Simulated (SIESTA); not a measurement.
C:

```
CELL_PARAMETERS angstrom
2.52210 0.00000 0.00000
-1.26105 2.18420 0.00000
0.00000 0.00000 12.35570
ATOMIC_POSITIONS crystal
C 0.66667 0.33333 0.35417
C 0.33333 0.66667 0.85417
C 0.66667 0.33333 0.14583
C 0.33333 0.66667 0.64583
C 0.66667 0.33333 0.47917
C 0.33333 0.66667 0.97917
C 0.66667 0.33333 0.02083
C 0.33333 0.66667 0.52083
C 0.00000 0.00000 0.81250
C 0.00000 0.00000 0.31250
C 0.00000 0.00000 0.68750
C 0.00000 0.00000 0.18750
```

This is a hexagonal form of diamond, not graphite.

Base run:

| Property | Result |
| --- | --- |
| Program | SIESTA 5.4.2 |
| Functional | LDA |
| Potentials or basis | PseudoDojo 0.4 standard (LDA files) |
| Basis | DZP (energy shift 0.003 Ry) |
| Grid cutoff | 500 Ry |
| Energy shift | 0.003 Ry |
| k mesh | 12 × 12 × 3 |
| Occupations | fermi-dirac, width 0.05 eV |
| Spin | no spin polarisation |

Its results: band gap on the k mesh 4.49 eV, indirect (least direct gap 5.34 eV); pressure -2.7 GPa; largest force 0.352 eV/Å.

Q: The run is repeated on the same cell with these changes: functional from LDA to AM05; potentials or basis from PseudoDojo 0.4 standard (LDA files) to PseudoDojo 0.4 standard (PBEsol files). What comes out?

A: Band gap on the k mesh 4.39 eV, indirect (least direct gap 5.32 eV); pressure 3.8 GPa; largest force 0.351 eV/Å.

Caveats: the basis of atomic orbitals isn't converged, which shifts pressures, moduli and gaps; the potentials were made for another functional, which shifts forces and pressure (some runs).
